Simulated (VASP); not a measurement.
Wanted: the native input for a VASP 6.6.1 run.

```
Task                   : electrostatic potential
Functional             : PBE
Dispersion             : D4
Potentials or basis    : VASP PAW PBE potentials, release 64 (Y_sv)
Cutoff                 : 520 eV
k mesh                 : 14 × 14 × 8
Occupations            : methfessel-paxton, width 0.1 eV
Spin                   : no spin polarisation
Further INCAR settings : ALGO = Fast; EDIFF = 1e-06
```

The structure of Y lies in POSCAR:

```
Y                                       
1.0
    3.6191773972     -0.0000000000      0.0000000000
   -1.8095886986      3.1342995631     -0.0000000000
    0.0000000000     -0.0000000000      5.6082499032
  Y             
     2
Direct
     0.3333333300000021    0.6666666699999979    0.2500000000000000
     0.6666666699999979    0.3333333300000021    0.7500000000000000
```

The cell was built by a generator and needn't be a form met in nature.

One way to write it, as run:

INCAR

```
SYSTEM = Y
PREC = Accurate
ENCUT = 520
EDIFF = 1E-6
ISMEAR = 1
SIGMA = 0.1
LREAL = .False.
LASPH = .True.
NELM = 60
ALGO = Fast
ISIF = 2
LWAVE = .False.
LCHARG = .True.
GGA = PE
IVDW = 13
LVHAR = .True.
```

KPOINTS

```
regular mesh
0
Gamma
  14 14 8
  0 0 0
```

Potentials or basis: VASP PAW PBE potentials, release 64 (Y_sv).

Launch:

```console
$ cat potpaw_PBE.64/Y_sv/POTCAR > POTCAR
$ mpirun -np 1 vasp_std > vasp.out
```

Results of the run:

```
Pressure                   : 0.0 GPa
Band gap on the k mesh     : none (metal or under the smearing width)
Dispersion energy per atom : -0.248 eV
```

Caveat: pairwise dispersion overbinds metals, which lowers pressure and volume.

It took 100 s on 1 thread of Intel(R) Xeon(R) Platinum 8488C (Sapphire Rapids), on a shared host, peak memory 0.26 GiB.
